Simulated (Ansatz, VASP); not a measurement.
One calculation of CdTe, two programs

```
Cd Te
1.0
     0.00000    3.34219    3.34219
     3.34219    0.00000    3.34219
     3.34219    3.34219    0.00000
Cd Te
1 1
Direct
  0.00000 0.00000 0.00000
  0.25000 0.25000 0.25000
```

Alike in both runs: task single point; functional r2SCAN; k mesh 8 × 8 × 8; occupations gaussian, width 0.02 eV; no spin polarisation.

```csv
,VASP,Ansatz
version,VASP 6.6.1,Ansatz 0.2.0
potentials or method,"VASP PAW PBE potentials, release 64 (Cd, Te)","scalar-relativistic, plane waves, PAW"
plane-wave cutoff (eV),520,500
valence electrons in the cell,18,36
```

```csv
,VASP,Ansatz,Ansatz less VASP
gap on the k mesh at the Fermi level (eV),0.97,0.98,+0.009
least direct gap on the mesh (eV),0.97,0.98,+0.009
pressure (GPa),-1.9,-2.0,-0.09
```

The two sets of potentials don't hold the same shells in valence.

Caveats: the PAW data sets were made with another functional, which shifts forces and pressure a little (VASP); spin-orbit coupling is left out, which moves the levels of the heavy elements. r2SCAN opens gaps a little over a GGA but as a rule still falls short of measured ones.
